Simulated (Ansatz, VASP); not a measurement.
# Ca in VASP and in Ansatz

File INCAR:

```
PREC     = Accurate       # precision mode
ENCUT    = 520            # plane-wave cutoff, eV
EDIFF    = 1E-7           # SCF threshold, eV
ISMEAR   = 0              # smearing method
SIGMA    = 0.15           # smearing width, eV
LREAL    = False          # projectors in reciprocal space
LASPH    = True           # aspherical terms in the spheres
NELM     = 80             # most SCF steps
ALGO     = Normal         # electronic algorithm
ISIF     = 2              # what is computed and relaxed
LWAVE    = False          # write WAVECAR
LCHARG   = False          # write CHGCAR
NBANDS   = 11             # bands
```

The input KPOINTS:

```
Automatic mesh
0
Gamma
  14 14 14
```

File POSCAR:

```
Ca
1.0
    3.3142235230      0.0000000000      0.0000000000
    0.0000000000      3.3142235230      0.0000000000
    0.0000000000      0.0000000000      3.6630891570
Ca
1
Direct
    0.0000000000      0.0000000000      0.0000000000
```

Input for Ansatz:

```yaml
crystal:
  lattice:
    - [3.314223523, 0.0, 0.0]
    - [0.0, 3.314223523, 0.0]
    - [0.0, 0.0, 3.663089157]
  atoms:
    - { symbol: Ca, position: [0.0, 0.0, 0.0] }
basis:
  ecutwfc: 420
kpoints:
  mp_grid: { grid: [14, 14, 14] }
hamiltonian:
  xc: lda
scf:
  occupations: { method: gaussian, width: 0.15 }
output:
  forces: true
  stress: true
  eigenvalues: true
```

Change from the starting cell: strain -0.050 along x and y, +0.050 along z, atoms carried along.

Alike in both runs: task single point; functional LDA; k mesh 14 × 14 × 14; occupations gaussian, width 0.15 eV; no spin polarisation.

```csv
,VASP,Ansatz
version,VASP 6.6.1,Ansatz 0.2.0
potentials or method,"VASP PAW LDA potentials, release 64 (Ca_sv)","scalar-relativistic, plane waves, PAW"
plane-wave cutoff (eV),520,420
valence electrons in the cell,10,10
```

```tsv
	VASP	Ansatz	Ansatz less VASP
gap on the k mesh at the Fermi level (eV)	none	none	-
pressure (GPa)	-0.4	-0.4	+0.01
largest component of the traceless stress (GPa)	3.48	3.46	-0.015
```

A gap of «none» marks a metal or a gap that the smearing closes.
